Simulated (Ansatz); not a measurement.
CdS:

```xyz
2
Lattice="4.2612 0.0000 0.0000 -2.1306 3.6903 0.0000 0.0000 0.0000 5.8042" Properties=species:S:1:pos:R:3 pbc="T T T"
Cd    0.0000    0.0000    2.5695
S     2.1306    1.2301    2.5208
```

Measurements of this composition are mostly on another form, of space group No. 186.

```yaml
Program: Ansatz 0.2.0
Task: relaxation of cell and atoms
Functional: PBEsol0
Potentials_or_basis: Ansatz PAW
Cutoff: "420 eV (not typed: the program's choice for these potentials)"
k_mesh: 4 × 4 × 3
Occupations: fermi-dirac, width 0.05 eV
Spin: no spin polarisation
```

At the start: volume 45.64 Å³/atom.

Problem. Where does the relaxation end?

Solution. It ends after 6 steps and the volume is 44.17 Å³/atom (-3.2 %); space group P-6m2 (No. 187, to 0.05 Å).

Step by step:
| step | energy change (eV) | largest force (eV/Å) | volume (Å³) |
| --- | --- | --- | --- |
| 1 | 0.0000 | 0.0270 | 91.27 |
| 2 | -0.0286 | 0.0120 | 88.24 |
| 3 | -0.0289 | 0.0094 | 88.00 |
| 4 | -0.0290 | 0.0068 | 88.07 |
| 5 | -0.0290 | 0.0008 | 88.34 |
| 6 | -0.0280 | 0.0007 | 88.34 |

Final structure:
```yaml
crystal:
  lattice:
    - [4.18265, 0.00000, 0.00000]
    - [-2.09133, 3.62228, 0.00000]
    - [0.00000, 0.00000, 5.83049]
  atoms:
    - { symbol: Cd, position: [0.00000, 0.00000, 0.43825] }
    - { symbol: S, position: [0.66667, 0.33333, 0.43875] }
```

Caveat: the k mesh is coarse (spacing up to 0.43 Å⁻¹), so the values aren't converged, least of all with exact exchange; the plane-wave basis is chosen anew once the cell has moved, so the energies of steps on either side of that aren't comparable; the PAW data sets come from PBE, with cores solved anew for the run's functional, which leaves a small shift of forces and pressure.
